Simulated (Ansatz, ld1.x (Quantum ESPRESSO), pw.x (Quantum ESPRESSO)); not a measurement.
**Equation-of-state test of one TM potential (technetium)**

| Quantity | Value |
| --- | --- |
| Element | Tc (Z = 43) |
| Generator | ld1.x (Quantum ESPRESSO) 7.5 |
| Type | norm-conserving Troullier–Martins (Kleinman–Bylander form) |
| Functional | PBE |
| Relativity | scalar-relativistic |
| Frozen core | [Kr] |
| Valence charge | 7 |
| Reference configuration | 4d5.5 5s1.5 5p0 |
| Partial waves | 5p (bound, empty): rc 2.90 bohr; 4d (bound): rc 1.70 bohr; 5s (bound): rc 2.70 bohr |
| Local potential | the s channel |
| Core correction | none |

Crystal test: diamond Tc in pw.x 7.5, no spin, 8³ k-points, Fermi–Dirac smearing 0.01 Ry, cutoffs 70/280 Ry. The reference is all-electron LAPW (Ansatz 0.2.0) with the same functional, mesh and smearing; V0 and B0 come from Birch–Murnaghan fits to the pressures at five volumes. Errors are pseudo minus all-electron; Δ is the rms difference of the E(V) curves that follow from these fits, minima aligned, over ±6 % about the mean V0. Mesh and smearing are coarse, so the numbers serve the comparison and aren't converged zero-temperature values; the lattice is a test structure that the element need not adopt.

```tsv
V (Å³/atom)	P all-electron (GPa)	P pseudo (GPa)
20.207	8.57	19.10
20.739	3.99	13.70
21.271	-0.01	8.96
21.803	-3.52	4.78
22.335	-6.58	1.10
```

All-electron: a0 = 5.541 Å (V0 = 21.27 Å³/atom), B0 = 149.7 GPa.

Pseudopotential: mean pressure error (GPa): +9.04. The pressure does not cross zero within the volumes sampled, so no fit is given. The largest radius (2.90 bohr) exceeds half the bond length (2.27 bohr), so the spheres overlap, which is one possible source of error among others. This is a poor potential for the solid.

At the middle volume, how do free energy and pressure move when the wave cutoff is lowered (ecutrho kept at four times it)?

```tsv
cutoff (Ry)	shift of F (meV/atom)	shift of P (GPa)
32	+1980.2	-60.82
42	+211.3	-10.63
56	+2.6	-0.24
```

The run at the middle volume (29 k-points, 9 iterations) took about 13 s on one core of a shared host (Neoverse-V2, 96 threads, 742 GiB, load 28).
